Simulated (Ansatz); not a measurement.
Structures of TiB2: which is lowest?

Plane-wave DFT in Ansatz with scalar-relativistic PAW potentials, cutoff 420 eV, Γ-centred meshes chosen by cell and gap, Gaussian smearing with energies taken to zero width. Every cell was relaxed (cell and atoms) in a run of its own, within the symmetry of its start. Functional: PBE.

Relaxed structures (starts from databases or built by putting these elements on another compound's sites):
A. I4_1/amd, 6 atoms in the computed cell, a = 3.111 Å, c = 10.542 Å; sites (symmetry × multiplicity) Ti -4m2 × 4, B 2mm. × 8; start: built
B. P6/mmm, 3 atoms in the computed cell, a = 3.032 Å, c = 3.224 Å; sites (symmetry × multiplicity) Ti 6/mmm × 1, B -6m2 × 2; start: database

Task: Rank them by energy. Could pressure change the order?

Result:
| structure | group | E − E(lowest) (meV/atom) | V (Å³/atom) | gap on mesh (eV) |
| --- | --- | --- | --- | --- |
| B | P6/mmm | 0.0 | 8.56 | 0.00 |
| A | I4_1/amd | 20.5 | 8.50 | 0.00 |

B is lowest, 21 meV/atom under A. The two lowest differ in volume by under 3 %, too little for a first-order estimate of what pressure does to that pair (other pairs aren't weighed here); with rigid cells even 3 % in favour of the higher one would need about 13 GPa. Other structures may lie lower than all of these, and vibrations aren't counted.